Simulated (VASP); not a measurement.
# KCl (Fm-3m) in VASP: single point with PBE

Aim: the single point of KCl with PBE.

Everything below comes from runs of VASP 6.6.1. Logs are shortened: lines on timing, memory, paths and dates and some standing lists are left out, and cuts for length are marked.

**Experimental background.**

A printed reference work, monograph reports, for a bulk crystal of KCl: band gap 8.68 eV.

The runs below are set against these values where they give the same quantity.

### Step 1. The cell of the first run

It takes space group Fm-3m (No. 225, cubic). The conventional cell has a = 6.381 Å, b = 6.381 Å, c = 6.381 Å, α = 90.00°, β = 90.00°, γ = 90.00°. K (site symmetry m-3m) has 6 Cl at 3.19 Å within 4.2 Å. Cl (site symmetry m-3m) has 6 K at 3.19 Å within 4.2 Å.

### Step 2. Single point, PBE

Input file INCAR:

```
ALGO = Normal
EDIFF = 1E-7
ENCUT = 520
GGA = PE
ISIF = 2
ISMEAR = 0
LASPH = True
LCHARG = False
LREAL = False
LWAVE = False
NBANDS = 15
NELM = 100
PREC = Accurate
SIGMA = 0.05
```

Input file KPOINTS:

```
k-points
0
Gamma
  10 10 10
```

Input file POSCAR:

```
KCl
1.0
    0.0000000000      3.1907445241      3.1907445241
    3.1907445241      0.0000000000      3.1907445241
    3.1907445241      3.1907445241      0.0000000000
K Cl
1 1
Direct
    0.0000000000      0.0000000000      0.0000000000
    0.5000000000      0.5000000000      0.5000000000
```

Potentials or basis: VASP PAW PBE potentials, release 64 (K_sv, Cl).

Run with:

```bash
$ cat potpaw_PBE.64/K_sv/POTCAR potpaw_PBE.64/Cl/POTCAR > POTCAR
$ mpirun -np 1 vasp_std > vasp.out
```

OUTCAR:

```text
EDIFF = 1E-7
   ENCUT = 520
   GGA = PE
   ISIF = 2
   ISMEAR = 0
   LASPH = True
   LREAL = False
   NELM = 100
   PREC = Accurate

 ion  position               nearest neighbor table
   1  0.000  0.000  0.000-   2 3.19   2 3.19   2 3.19   2 3.19   2 3.19   2 3.19
   2  0.500  0.500  0.500-   1 3.19   1 3.19   1 3.19   1 3.19   1 3.19   1 3.19

  LATTYP: Found a face centered cubic cell.
 ALAT       =     6.3814890482

  Lattice vectors:

 A1 = (   0.0000000000,   3.1907445241,   3.1907445241)
 A2 = (   3.1907445241,   0.0000000000,   3.1907445241)
 A3 = (   3.1907445241,   3.1907445241,   0.0000000000)

Analysis of symmetry for initial positions (statically):
=====================================================================
 Subroutine PRICEL returns:
 Original cell was already a primitive cell.

 Routine SETGRP: Setting up the symmetry group for a
 face centered cubic supercell.

 Subroutine GETGRP returns: Found 48 space group operations
[... 9 lines left out ...]

 Routine SETGRP: Setting up the symmetry group for a
 face centered cubic supercell.

 Subroutine GETGRP returns: Found 48 space group operations
[... 11 lines left out ...]
                                     Primitive cell

  volume of cell :      64.9690

  direct lattice vectors                    reciprocal lattice vectors
     0.000000000  3.190744524  3.190744524    -0.156703238  0.156703238  0.156703238
     3.190744524  0.000000000  3.190744524     0.156703238 -0.156703238  0.156703238
     3.190744524  3.190744524  0.000000000     0.156703238  0.156703238 -0.156703238

  length of vectors
     4.512394180  4.512394180  4.512394180     0.271417971  0.271417971  0.271417971

  position of ions in fractional coordinates (direct lattice)
     0.000000000  0.000000000  0.000000000
     0.500000000  0.500000000  0.500000000

  ion indices of the primitive-cell ions
   primitive index   ion index
                 1           1
                 2           2

----------------------------------------------------------------------------------------

 KPOINTS: k-points

Automatic generation of k-mesh.
 Grid dimensions read from file:
 generate k-points for:   10   10   10

 Generating k-lattice:

  Cartesian coordinates                     Fractional coordinates (reciprocal lattice)
    -0.015670324  0.015670324  0.015670324     0.100000000  0.000000000  0.000000000
     0.015670324 -0.015670324  0.015670324     0.000000000  0.100000000  0.000000000
     0.015670324  0.015670324 -0.015670324     0.000000000  0.000000000  0.100000000

  Length of vectors
[... 60 lines left out ...]
   NFREE  =      0    steps in history (QN), initial steepest desc. (CG)
   ISIF   =      2    stress and relaxation
   ISYM   =      2    0-nonsym 1-usesym 2-fastsym
   POTIM  = 0.5000    time-step for ionic-motion
   TEBEG  =    0.0;   TEEND  =   0.0 temperature during run
   PSTRESS=    0.0 pullay stress
   NELECT =      16.0000    total number of electrons
   NUPDOWN=      -1.0000    fix difference up-down
   EMIN   =  10.00;   EMAX   =-10.00  energy-range for DOS
   EFERMI =   0.00;   METHOD = LEGACY
   ISMEAR =     0;   SIGMA  =   0.05  broadening in eV -4-tet -1-fermi 0-gaus
   EFERMI_NEDOS =   21; number of points for ismear=-14 and -15
   IALGO  =     38    algorithm
   IMIX   =      4    mixing-type and parameters
     AMIX     =   0.40;   BMIX     =  1.00
     AMIX_MAG =   1.60;   BMIX_MAG =  1.00
  volume/ion in A,a.u.               =      32.48       219.22
  Fermi-wavevector in a.u.,A,eV,Ry     =   1.026155  1.939151 14.326843  1.052993
  Thomas-Fermi vector in A             =   2.160033
   LORBIT       =      0    0 simple, 1 ext, 2 COOP (PROOUT), +10 PAW based schemes
   GGA     = PE    functional components
   LHFCALC =     F    Hartree Fock is set to
   AEXX    =    0.0000 exact exchange contribution
   IVDW    =     0    specifies the selected vdW correction
   LEPSILON=     F    determine dielectric tensor
   LRPA    =     F    only Hartree local field effects (RPA)
 non-spin polarized calculation
 Gauss-broadening in eV      SIGMA  =   0.05
  energy-cutoff  :      520.00
  volume of cell :       64.97
 maximum number of plane-waves:      1807
 NGX is ok and might be reduce to    36
   NGX = 17   NGY = 17   NGZ = 17

 number of electron      15.9999998 magnetization

 Free energy of the ion-electron system (eV)
  ---------------------------------------------------
  ext. energy  EPLUGINS =         0.00000000
  ---------------------------------------------------
  free energy    TOTEN  =        -6.81098789 eV

  energy without entropy =       -6.81098789  energy(sigma->0) =       -6.81098789

 E-fermi :  -1.7526     XC(G=0):  -7.3693

 val. band max:       -2.0034783089   @ k =   0.0000   0.0000   0.0000
 cond. band min:       3.0421100167   @ k =   0.0000   0.0000   0.0000
 fundamental gap:      5.0455883256
 Fermi energy:        -1.7525862140

 k-point     1 :       0.0000    0.0000    0.0000
  band No.  band energies     occupation
      1     -29.3058      2.00000
      2     -14.0757      2.00000
      3     -12.7657      2.00000
      4     -12.7657      2.00000
      5     -12.7657      2.00000
      6      -2.0035      2.00000
      7      -2.0035      2.00000
      8      -2.0035      2.00000
      9       3.0421      0.00000
     10       6.3502      0.00000
     11       6.3502      0.00000
     12       6.3502      0.00000
     13       7.2040      0.00000
     14       7.2040      0.00000
[... 401 lines left out ...]
      2     -14.0827      2.00000
      3     -12.8093      2.00000
      4     -12.8009      2.00000
      5     -12.7443      2.00000
      6      -2.6743      2.00000
      7      -2.2294      2.00000
      8      -2.1969      2.00000
      9       4.9362      0.00000
     10       5.4377      0.00000
     11       8.0210      0.00000
     12       8.2671      0.00000
     13       8.7078      0.00000
     14       8.8047      0.00000
     15       9.3727      0.00000

 [... further k-points ...]
[... 5 lines left out ...]
  --------------------------------------------------------------------------------------
  -------------------------------------------------------------------------------------
  Total        0.0059392      0.0059392      0.0059392      0.0000000      0.0000000     -0.0000000
  in kB        0.1464635      0.1464635      0.1464635      0.0000000      0.0000000     -0.0000000
  external PRESSURE =       0.1464635 kB  Pullay stress =       0.0000000 kB

 VOLUME and BASIS-vectors are now :
 -----------------------------------------------------------------------------
  energy-cutoff  :      520.00
  volume of cell :       64.97
      direct lattice vectors                 reciprocal lattice vectors
     0.000000000  3.190744524  3.190744524    -0.156703238  0.156703238  0.156703238
     3.190744524  0.000000000  3.190744524     0.156703238 -0.156703238  0.156703238
     3.190744524  3.190744524  0.000000000     0.156703238  0.156703238 -0.156703238

 POSITION                                       TOTAL-FORCE (eV/Angst)
 -----------------------------------------------------------------------------------
      0.00000      0.00000      0.00000         0.000000      0.000000      0.000000
      3.19074      3.19074      3.19074        -0.000000     -0.000000     -0.000000
 -----------------------------------------------------------------------------------
    total drift:                                0.000000      0.000000      0.000000

  FREE ENERGIE OF THE ION-ELECTRON SYSTEM (eV)
  ---------------------------------------------------
  free  energy   TOTEN  =        -6.8109878933 eV

  energy  without entropy=       -6.8109878933  energy(sigma->0) =       -6.81098789
```

stdout:

```text
POSCAR found type information on POSCAR K Cl
 POSCAR found :  2 types and       2 ions
 scaLAPACK will be used
 LDA part: xc-table for (Slater+PW92), standard interpolation
 POSCAR, INCAR and KPOINTS ok, starting setup
 FFT: planning ... GRIDC
 FFT: planning ... GRID_SOFT
 FFT: planning ... GRID
 WAVECAR not read
 entering main loop
```

It took 1.7 min on 1 thread of AMD EPYC, shared host; peak memory 0.19 GiB.

Results:

```yaml
Free_energy: -6.8110 eV
Pressure: 0.0 GPa
Band_gap_on_the_k_mesh: 5.05 eV, direct
```

Levels at points of the mesh, in eV from the valence-band top:
| k point | band 4 | band 5 | band 6 | band 7 | band 8 | band 9 | band 10 | band 11 | band 12 | band 13 |
| --- | --- | --- | --- | --- | --- | --- | --- | --- | --- | --- |
| (0.00, 0.00, 0.00) | -10.76 | -10.76 | 0.00 | 0.00 | 0.00 | 5.05 | 8.35 | 8.35 | 8.35 | 9.21 |
| (0.50, 0.00, 0.00) | -10.77 | -10.54 | -0.98 | -0.29 | -0.29 | 7.47 | 8.43 | 10.39 | 10.39 | 11.26 |
| (0.50, 0.50, 0.00) | -10.81 | -10.81 | -0.63 | -0.21 | -0.21 | 6.56 | 8.16 | 9.83 | 10.15 | 10.45 |

### Step 3. How close it comes

Step 2. Measured gap of KCl: 8.68 eV (a printed reference work, monograph). This calculation gives 5.05 eV (-3.63 eV). The value is that of PBE on a finite k mesh, which can miss the band edges, without temperature or zero-point motion. Semilocal functionals fall short of measured gaps as a rule.
